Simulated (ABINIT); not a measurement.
# CdSe (Cadmoselite) (P6_3mc) in ABINIT: settings compared, part 2 of 2

ABINIT 10.8.3 (patched build).

## Step 3: Single point, PBE

run.abi

```
pp_dirpath "./"
pseudos "Cd.GGA_PBE-JTH.xml, Se.GGA_PBE-JTH.xml"

acell 4.3 4.3 7.02 Angstrom
rprim
     1.0000000000     0.0000000000     0.0000000000
    -0.5000000000     0.8660254038     0.0000000000
     0.0000000000     0.0000000000     1.0000000000
ntypat 2
znucl 48 34
natom 4
typat 1 1 2 2
xcart
     4.0629111684     2.3457228563     6.6329386974
    -0.0000000004     4.6914457133     0.0000000000
     4.0629111684     2.3457228563    11.7403014945
    -0.0000000004     4.6914457133     5.1073627970

ecut 26.0
pawecutdg 48.0
pawxcdev 0

kptopt 1
ngkpt 7 7 4
nshiftk 1
shiftk 0.0 0.0 0.0

ixc 11

nband 22
occopt 3
tsmear 0.05 eV

nstep 100
tolvrs 1.0e-9

iomode 3
prtwf 0
prteig 0
prtebands 0
enunit 2
prtvol 2
prtden 1
prtvha 1
prtvclmb 1
prtpot 1
```

Potentials or basis: JTH PAW PBE v2.0.

On the command line:

```console
> abinit run.abi > log 2>&1
```

run.abo:

```text
.Version 10.8.3 of ABINIT
 Symmetries : space group P6_3 m c (#186); Bravais hP (primitive hexag.)
================================================================================
 Values of the parameters that define the memory need of the present run
     intxc =       0    ionmov =       0      iscf =      17    lmnmax =      18
     lnmax =       6     mgfft =      64  mpssoang =       3    mqgrid =    4138
     natom =       4  nloc_mem =       2    nspden =       1   nspinor =       1
    nsppol =       1      nsym =      12    n1xccc =       1    ntypat =       2
    occopt =       3   xclevel =       2
       mpw =        4830          nfft =      102400          nkpt =          24
 PAW method is used; the additional fine FFT grid is defined by:
   mgfftf=        90    nfftf =    262440
================================================================================
================================================================================

--------------------------------------------------------------------------------
------------- Echo of variables that govern the present computation ------------
--------------------------------------------------------------------------------
 -outvars: echo values of preprocessed input variables --------
            acell      8.1258223414E+00  8.1258223414E+00  1.3265877404E+01 Bohr
              amu      1.12411000E+02  7.89600000E+01
             ecut      2.60000000E+01 Hartree
           enunit           2
              ixc          11
         kptrlatt        7    0    0      0    7    0      0    0    4
          kptrlen      5.30635096E+01
            natom           4
            nband          22
            ngfft          40      40      64
          ngfftdg          54      54      90
             nkpt          24
            nstep         100
             nsym          12
           ntypat           2
           occopt           3
        pawecutdg      4.80000000E+01 Hartree
         pawxcdev           0
        prtebands           0
           prteig           0
           prtpot           1
         prtvclmb           1
           prtvha           1
           prtvol           2
            prtwf           0
            rprim      1.0000000000E+00  0.0000000000E+00  0.0000000000E+00
                      -5.0000000000E-01  8.6602540380E-01  0.0000000000E+00
                       0.0000000000E+00  0.0000000000E+00  1.0000000000E+00
          spgroup         186
           tolvrs      1.00000000E-09
           tsmear      1.83746611E-03 Hartree
            typat      1  1  2  2
           useylm           1
           xangst      2.1499999993E+00  1.2413030775E+00  3.5100000000E+00
                      -7.1484707426E-10  2.4826061563E+00  0.0000000000E+00
                       2.1499999993E+00  1.2413030775E+00  6.2126999982E+00
                      -7.1484707426E-10  2.4826061563E+00  2.7026999982E+00
            xcart      4.0629111694E+00  2.3457228557E+00  6.6329387019E+00
                      -1.3508651923E-09  4.6914457139E+00  0.0000000000E+00
                       4.0629111694E+00  2.3457228557E+00  1.1740301499E+01
                      -1.3508651923E-09  4.6914457139E+00  5.1073627970E+00
             xred      6.6666666633E-01  3.3333333299E-01  5.0000000000E-01
                       3.3333333300E-01  6.6666666632E-01  0.0000000000E+00
                       6.6666666633E-01  3.3333333299E-01  8.8499999974E-01
                       3.3333333300E-01  6.6666666632E-01  3.8499999974E-01
[... 459 lines left out ...]
 kpt#   1, nband= 22, wtk=  0.00510, kpt=  0.0000  0.0000  0.0000 (reduced coord)
 -11.11318  -10.74336   -6.44759   -6.44759   -6.39233   -6.39233   -6.38648   -6.09152
  -6.09152   -6.02613   -6.02613   -5.74479   -2.75626    0.76767    0.76767    1.47436
   1.48703    1.48703    2.18107    3.59596    7.36812    7.36816
 kpt#   2, nband= 22, wtk=  0.03061, kpt=  0.1429  0.0000  0.0000 (reduced coord)
 -11.04946  -10.71247   -6.42149   -6.41081   -6.36370   -6.35925   -6.35150   -6.10287
  -6.09243   -6.04691   -6.02209   -5.71076   -2.63419   -0.09516    0.29429    0.51142
   1.32350    1.33874    3.29527    4.41019    6.84371    7.70506
 kpt#   3, nband= 22, wtk=  0.03061, kpt=  0.2857  0.0000  0.0000 (reduced coord)
 -10.89721  -10.64972   -6.36947   -6.35656   -6.28455   -6.26076   -6.22724   -6.12558
  -6.08204   -6.06707   -6.01292   -5.63827   -2.44511   -1.28936   -0.94290    0.01869
   0.90816    0.96359    4.29277    4.93736    6.67417    7.30783
 kpt#   4, nband= 22, wtk=  0.03061, kpt=  0.4286  0.0000  0.0000 (reduced coord)
 -10.75676  -10.61569   -6.33790   -6.33588   -6.22615   -6.18079   -6.14637   -6.13043
  -6.05706   -6.00306   -5.88745   -5.62744   -2.68605   -2.09212   -1.14385   -0.32647
   0.36120    0.68990    4.67483    4.81362    6.35779    7.53500
 kpt#   5, nband= 22, wtk=  0.03061, kpt=  0.1429  0.1429  0.0000 (reduced coord)
[... 64 lines left out ...]
 -10.79942  -10.79942   -6.35339   -6.35339   -6.32890   -6.32890   -6.17555   -6.17555
  -6.05338   -6.05338   -5.97345   -5.97345   -1.60924   -1.60924    0.18432    0.18432
   0.43373    0.43373    5.15143    5.15144    6.38313    6.38313
 kpt#  22, nband= 22, wtk=  0.06122, kpt=  0.2857  0.1429  0.5000 (reduced coord)
 -10.69995  -10.69995   -6.30489   -6.30489   -6.28020   -6.28020   -6.13745   -6.13745
  -6.04772   -6.04772   -5.82050   -5.82050   -2.33131   -2.33131   -0.20058   -0.20058
   0.27259    0.27259    5.07102    5.07102    6.61197    6.61197
 kpt#  23, nband= 22, wtk=  0.03061, kpt=  0.4286  0.1429  0.5000 (reduced coord)
 -10.65561  -10.65561   -6.28594   -6.28594   -6.27242   -6.27242   -6.10842   -6.10842
  -6.04759   -6.04759   -5.70237   -5.70237   -2.70757   -2.70757   -0.42522   -0.42522
   0.34493    0.34493    4.89121    4.89121    6.60141    6.60142
 kpt#  24, nband= 22, wtk=  0.03061, kpt=  0.2857  0.2857  0.5000 (reduced coord)
 -10.64545  -10.64545   -6.27831   -6.27831   -6.25980   -6.25980   -6.11062   -6.11062
  -6.06502   -6.06502   -5.66502   -5.66502   -2.61423   -2.61423   -0.85792   -0.85792
   0.39758    0.39758    5.25157    5.25157    7.24590    7.24590
 Total charge density [el/Bohr^3]
)     Maximum=    7.6537E-01  at reduced coord.    0.6667    0.3333    0.5000
)Next maximum=    7.6537E-01  at reduced coord.    0.3333    0.6667    0.0000
)     Minimum=   -1.7542E-02  at reduced coord.    0.3333    0.6667    0.3889
)Next minimum=   -1.7542E-02  at reduced coord.    0.6667    0.3333    0.8889
   Integrated=    3.6000E+01

--- !EnergyTerms
iteration_state     : {dtset: 1, }
comment             : Components of total free energy in Hartree
kinetic             :  3.24905657003915E+01
hartree             :  2.98429656117541E+01
xc                  : -1.90575488894404E+01
Ewald energy        : -8.17469324726235E+01
psp_core            :  5.41282184876845E+00
local_psp           : -9.00404758993508E+01
PAW spherical_terms :  8.74794947665274E+00
internal            : -1.14350654623848E+02
'-kT*entropy'       : -5.87306093149772E-07
total_energy        : -1.14350655211154E+02
total_energy_eV     : -3.11163984643171E+03
...

--- !EnergyTermsDC
iteration_state     : {dtset: 1, }
comment             : '"Double-counting" decomposition of free energy'
band_energy         : -6.35553620481457E+00
Ewald energy        : -8.17469324726235E+01
psp_core            :  5.41282184876845E+00
xc_dc               : -3.39224722681409E+01
PAW spherical_terms :  2.26146390649742E+00
internal            : -1.14350655190313E+02
'-kT*entropy'       : -5.87306093149772E-07
total_energy_dc     : -1.14350655777619E+02
total_energy_dc_eV  : -3.11163986184602E+03
...

--- !EnergyTermsWithPAWCore
iteration_state     : {dtset: 1, }
comment             : 'Components of total free energy, including PAW core contributions'
Total energy        : -1.60496307739344E+04
Total energy DC     : -1.60496307745009E+04
Total energy (eV)   : -4.36732702094913E+05
Total energy DC (eV): -4.36732702110328E+05
...

 Cartesian components of stress tensor (hartree/bohr^3)
  sigma(1 1)= -1.22422393E-04  sigma(3 2)=  0.00000000E+00
  sigma(2 2)= -1.22422393E-04  sigma(3 1)=  0.00000000E+00
  sigma(3 3)= -5.26309265E-05  sigma(2 1)=  0.00000000E+00

-Cartesian components of stress tensor (GPa)         [Pressure=  2.9173E+00 GPa]
- sigma(1 1)= -3.60179115E+00  sigma(3 2)=  0.00000000E+00
- sigma(2 2)= -3.60179116E+00  sigma(3 1)=  0.00000000E+00
- sigma(3 3)= -1.54845532E+00  sigma(2 1)=  0.00000000E+00

== END DATASET(S) ==============================================================
================================================================================

 -outvars: echo values of variables after computation  --------
            acell      8.1258223414E+00  8.1258223414E+00  1.3265877404E+01 Bohr
           etotal     -1.1435065578E+02
            fcart     -2.6509516059E-28 -1.5305276232E-28  5.5366668797E-03
                       2.6509516059E-28  1.5305276232E-28  5.5366668797E-03
                      -2.6509516059E-28 -1.5305276232E-28 -5.5366668797E-03
                       2.6509516059E-28  1.5305276232E-28 -5.5366668797E-03
            rprim      1.0000000000E+00  0.0000000000E+00  0.0000000000E+00
                      -5.0000000000E-01  8.6602540380E-01  0.0000000000E+00
                       0.0000000000E+00  0.0000000000E+00  1.0000000000E+00
           strten     -1.2242239293E-04 -1.2242239318E-04 -5.2630926531E-05
                       0.0000000000E+00  0.0000000000E+00  0.0000000000E+00
           xangst      2.1499999993E+00  1.2413030775E+00  3.5100000000E+00
                      -7.1484707426E-10  2.4826061563E+00  0.0000000000E+00
                       2.1499999993E+00  1.2413030775E+00  6.2126999982E+00
                      -7.1484707426E-10  2.4826061563E+00  2.7026999982E+00
             xred      6.6666666633E-01  3.3333333299E-01  5.0000000000E-01
                       3.3333333300E-01  6.6666666632E-01  0.0000000000E+00
                       6.6666666633E-01  3.3333333299E-01  8.8499999974E-01
                       3.3333333300E-01  6.6666666632E-01  3.8499999974E-01
 Calculation completed.
```

Wall time 2.1 min (1 thread of Arm Neoverse V1, shared host); peak memory 0.27 GiB.

Results:

```yaml
Free_energy: -3111.6399 eV
Pressure: 2.9 GPa
Largest_force: 0.285 eV/Å
Band_gap_on_the_k_mesh: 0.69 eV, direct
Valence_electrons_inside_the_program's_atomic_spheres: Cd 10.45; Se 3.97
```

Forces on the atoms (eV/Å):
```
Cd   0.000  0.000  0.285
Cd   0.000  0.000  0.285
Se   0.000  0.000 -0.285
Se   0.000  0.000 -0.285
```

## Step 4: Single point, PBEsol

run.abi: that of step 3 with these lines changed.

```diff
@@ -27,3 +27,3 @@
 
-ixc 11
+ixc -116133
```

Potentials or basis: JTH PAW PBE v2.0.

On the command line:

```console
> abinit run.abi > log 2>&1
```

run.abo:

```text
.Version 10.8.3 of ABINIT
 Symmetries : space group P6_3 m c (#186); Bravais hP (primitive hexag.)
================================================================================
 Values of the parameters that define the memory need of the present run
     intxc =       0    ionmov =       0      iscf =      17    lmnmax =      18
     lnmax =       6     mgfft =      64  mpssoang =       3    mqgrid =    4138
     natom =       4  nloc_mem =       2    nspden =       1   nspinor =       1
    nsppol =       1      nsym =      12    n1xccc =       1    ntypat =       2
    occopt =       3   xclevel =       2
       mpw =        4830          nfft =      102400          nkpt =          24
 PAW method is used; the additional fine FFT grid is defined by:
   mgfftf=        90    nfftf =    262440
================================================================================
================================================================================

--------------------------------------------------------------------------------
------------- Echo of variables that govern the present computation ------------
[... 671 lines left out ...]

 -outvars: echo values of variables after computation  --------
            acell      8.1258223414E+00  8.1258223414E+00  1.3265877404E+01 Bohr
           etotal     -1.1436235794E+02
            fcart     -2.6509516059E-28 -1.5305276232E-28  5.2195385500E-03
                       2.6509516059E-28  1.5305276232E-28  5.2195385500E-03
                       5.3019032118E-28  3.0610552465E-28 -5.2195385500E-03
                      -5.3019032118E-28 -3.0610552465E-28 -5.2195385500E-03
            rprim      1.0000000000E+00  0.0000000000E+00  0.0000000000E+00
                      -5.0000000000E-01  8.6602540380E-01  0.0000000000E+00
                       0.0000000000E+00  0.0000000000E+00  1.0000000000E+00
           strten     -2.3022989615E-05 -2.3022989870E-05  3.9978780961E-05
                       0.0000000000E+00  0.0000000000E+00  0.0000000000E+00
           xangst      2.1499999993E+00  1.2413030775E+00  3.5100000000E+00
                      -7.1484707426E-10  2.4826061563E+00  0.0000000000E+00
                       2.1499999993E+00  1.2413030775E+00  6.2126999982E+00
                      -7.1484707426E-10  2.4826061563E+00  2.7026999982E+00
             xred      6.6666666633E-01  3.3333333299E-01  5.0000000000E-01
                       3.3333333300E-01  6.6666666632E-01  0.0000000000E+00
                       6.6666666633E-01  3.3333333299E-01  8.8499999974E-01
                       3.3333333300E-01  6.6666666632E-01  3.8499999974E-01
 Calculation completed.
```

Run time: 4.4 min. Hardware: 1 thread of Arm Neoverse V1, shared host; peak memory 0.27 GiB.

What came out:

| Item | Value |
| --- | --- |
| Free energy | -3111.9583 eV |
| Pressure | 0.1 GPa |
| Largest force | 0.268 eV/Å |
| Band gap on the k mesh | 0.57 eV, direct |
| Valence electrons inside the program's atomic spheres | Cd 10.45; Se 3.96 |

Forces on the atoms (eV/Å):
```
Cd   0.000  0.000  0.268
Cd   0.000  0.000  0.268
Se   0.000  0.000 -0.268
Se   0.000  0.000 -0.268
```

Levels at points of the mesh, in eV from the valence-band top:
```tsv
k point	band 15	band 16	band 17	band 18	band 19	band 20	band 21	band 22
(0.00, 0.00, 0.00)	-0.73	-0.01	0.00	0.00	0.57	2.00	5.80	5.80
(0.00, 0.00, 0.50)	-0.38	-0.38	-0.38	-0.38	2.23	2.23	5.71	5.71
```

Caveat: the PAW data sets were made with another functional, which shifts forces and pressure a little.

## Step 5: Single point, RPBE

run.abi: that of step 4 with these lines changed.

```diff
@@ -27,3 +27,3 @@
 
-ixc -116133
+ixc 15
```

On the command line:

```console
> abinit run.abi > log 2>&1
```

It took 2 min on 1 thread of Arm Neoverse V1, shared host; peak memory 0.27 GiB.

It converged, with:

| Quantity | Value |
| --- | --- |
| Free energy | -3107.4053 eV |
| Pressure | 4.9 GPa |
| Largest force | 0.291 eV/Å |
| Band gap on the k mesh | 0.87 eV, direct |
| Valence electrons inside the program's atomic spheres | Cd 10.45; Se 3.98 |

Forces in eV/Å, atoms in the order of the input:
```
Cd   0.000  0.000  0.291
Cd   0.000  0.000  0.291
Se   0.000  0.000 -0.291
Se   0.000  0.000 -0.291
```

Stress tensor (GPa, compression positive):
```
5.63 0.00 0.00
0.00 5.63 0.00
0.00 0.00 3.46
```

Levels at points of the mesh, in eV from the valence-band top:
```
           k point  band 14  band 15  band 16  band 17  band 18  band 19  band 20  band 21  band 22
(0.00, 0.00, 0.00)    -0.71    -0.71    -0.01     0.00     0.00     0.87     2.24     5.96     5.96
(0.00, 0.00, 0.50)    -2.52    -0.37    -0.37    -0.37    -0.37     2.45     2.45     5.95     5.95
```

Caveat: the PAW data sets were made with another functional, which shifts forces and pressure a little.

## Step 6: Summary

| task | level | cell | k mesh | cutoff (eV) | cell freedom (optcell) | cutoff smearing ecutsm (Ha) | optimiser (ionmov) | force stop (Ha/bohr) | fine-grid cutoff | gap on the mesh (eV) | pressure (GPa) | largest force (eV/Å) |
| --- | --- | --- | --- | --- | --- | --- | --- | --- | --- | --- | --- | --- |
| relaxation of cell and atoms | PBE | relaxed to 20 GPa | 6 × 6 × 3 | 599 | 2 | 0.5 | 2 | 5e-05 | 1197.3 eV | 0.91 | 20.0 | - |
| single point | PBE | as given | 7 × 7 × 4 | 707 | - | - | - | - | 1306.15 eV | 0.69 | 2.9 | 0.28 |
| single point | PBEsol | as given | 7 × 7 × 4 | 707 | - | - | - | - | 1306.15 eV | 0.57 | 0.1 | 0.27 |
| single point | RPBE | as given | 7 × 7 × 4 | 707 | - | - | - | - | 1306.15 eV | 0.87 | 4.9 | 0.29 |

Alike in all rows: potentials or basis JTH PAW PBE v2.0; no spin polarisation; smearing fermi-dirac 0.05 eV.

On the cell as given the gap runs from 0.57 eV (PBEsol) to 0.87 eV (RPBE). The pressure there spans 0.1 GPa (PBEsol) to 4.9 GPa (RPBE); a positive pressure means that this level wants a larger cell, a negative one a smaller.

Caveats: the PAW data sets were made with another functional, which shifts forces and pressure a little (some runs); the atomic spheres overlap (some runs).

Total energies depend on the potentials used, so only differences within one code and one set of settings carry meaning.

## Step 7: How close it comes

Step 3. Against the measured gap of CdSe, 1.841 eV (2 K; a printed reference work, data compilation), the calculated 0.69 eV is off by -1.15 eV. So large a miss can be the level of theory's own, or it may mean another phase, state or a wrong row. Spin-orbit coupling on Cd, Se is left out. The value is that of PBE, without temperature or zero-point motion. Semilocal functionals fall short of measured gaps as a rule.

Step 4. Measured gap of CdSe: 1.841 eV (2 K; a printed reference work, data compilation). This calculation gives 0.57 eV (-1.27 eV). So large a miss can be the level of theory's own, or it may mean another phase, state or a wrong row. Spin-orbit coupling on Cd, Se is left out. The value is that of PBEsol, without temperature or zero-point motion. Semilocal functionals fall short of measured gaps as a rule.

Step 5. A measured gap of CdSe is 1.841 eV (2 K; a printed reference work, data compilation); the calculated 0.87 eV misses it by -0.98 eV. Spin-orbit coupling on Cd, Se is left out. The value is that of RPBE, without temperature or zero-point motion. Semilocal functionals fall short of measured gaps as a rule.
